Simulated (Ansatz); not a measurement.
Crystal: TaS2.

```
CELL_PARAMETERS angstrom
3.60868 0.00000 0.00000
-1.80434 3.12521 0.00000
0.00000 0.00000 6.31249
ATOMIC_POSITIONS crystal
Ta 0.00000 0.00000 0.00000
S 0.66667 0.33333 0.75000
S 0.33333 0.66667 0.25000
```

The cell isn't the ideal one: volume scaled by 1.25.

* Program: Ansatz 0.2.0
* Task: relaxation of cell and atoms
* Functional: PBEsol
* Potentials or basis: all-electron LAPW, scalar-relativistic
* Basis error allowed: 0.0005 eV/atom
* k mesh: 9 × 9 × 5
* Occupations: gaussian, width 0.1 eV
* Spin: collinear spin, ferromagnetic start
* Starting moments: [0.5, 0.0, 0.0] μB
* Hubbard terms: Ta d U = 6 eV

At the start: volume 23.73 Å³/atom.

**Question.** Where does the relaxation end?

**Answer.** Over 10 steps the energy falls by 92.3 meV/atom and the volume is 22.24 Å³/atom (-6.3 %); space group P-3m1 (No. 164, to 0.05 Å); moment 1.00 μB per cell.

The path:
```
step  energy change (eV)  largest force (eV/Å)  volume (Å³)
   1              0.0000                1.7365        71.19
   2             -0.1698                1.1849        68.56
   3             -0.2690                0.2472        69.29
   4             -0.2740                0.0207        69.16
   5             -0.2751                0.0045        68.48
   6             -0.2764                0.0134        65.88
   7             -0.2767                0.0082        66.89
   8             -0.2768                0.0037        66.73
   9             -0.2768                0.0037        66.73
  10             -0.2768                0.0037        66.73
```

Final structure:
```xyz
3
Lattice="3.5996 0.0000 0.0000 -1.7998 3.1173 0.0000 0.0000 0.0000 5.9469" Properties=species:S:1:pos:R:3 pbc="T T T"
Ta    0.0000    0.0000    0.0000
S     1.7998    1.0391    4.5175
S     0.0000    2.0782    1.4294
```

Caveat: the typed start of the occupations wasn't kept; U is the effective U less J, on atomic orbitals that reach past the spheres; this functional lacks dispersion, which binds the layers, so the pressure and a relaxed spacing across them are unreliable.
